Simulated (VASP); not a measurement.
Wanted: the native input for a VASP 6.6.1 run.

```
Task                   : relaxation of cell and atoms
Functional             : PBEsol
Potentials or basis    : VASP PAW PBE potentials, release 64 (Pb_d)
Cutoff                 : 600 eV
k mesh                 : 15 × 15 × 8
Occupations            : gaussian, width 0.1 eV
Spin                   : no spin polarisation
Dipole correction      : no
Further INCAR settings : ALGO = Fast; EDIFF = 1e-07; IBRION = 2; EDIFFG = -0.005; NSW = 70; ISIF = 3
```

The structure of Pb lies in POSCAR:

```
Pb
1.0
    3.4894605504      0.0000000000      0.0000000000
   -1.7447302752      3.0219614822      0.0000000000
    0.0000000000      0.0000000000      5.7527048411
Pb
2
Direct
    0.3333333333      0.6666666667      0.2500000000
    0.6666666667      0.3333333333      0.7500000000
```

This isn't the form of Pb at room conditions, which is fcc.

The input as run:

INCAR

```
SYSTEM = Pb
PREC = Accurate ; ENCUT = 600
EDIFF = 1E-7 ; ISMEAR = 0
SIGMA = 0.1 ; LREAL = .FALSE.
LASPH = .TRUE. ; NELM = 100
ALGO = Fast ; ISIF = 3
LWAVE = .FALSE. ; LCHARG = .FALSE.
GGA = PS ; IBRION = 2
NSW = 70 ; EDIFFG = -0.005
```

KPOINTS

```
regular mesh
0
G
  15 15 8
  0 0 0
```

Potentials or basis: VASP PAW PBE potentials, release 64 (Pb_d).

Run with:

```sh
$ cat potpaw_PBE.64/Pb_d/POTCAR > POTCAR
$ mpirun -np 1 vasp_std > vasp.out
```

Results of the run:

```yaml
Relaxed_volume: 29.89 Å³/atom
Relaxed_cell: a = 3.472 Å, b = 3.472 Å, c = 5.726 Å, α = 90.00°, β = 90.00°, γ = 120.00°
Space_group_after_relaxing_to_0.05_Å: P6_3/mmc (No. 194)
Energy_gained_by_relaxing: 0.9 meV/atom
Ionic_steps: 3
Pressure_after_relaxing: 0.0 GPa
Band_gap_on_the_k_mesh: none (metal or under the smearing width)
```

Caveat: the PAW data sets were made with another functional, which shifts forces and pressure a little.

Run time: 3 min on 1 thread of Intel(R) Xeon(R) 6975P-C (Granite Rapids), with other jobs on the host, peak memory 0.29 GiB.
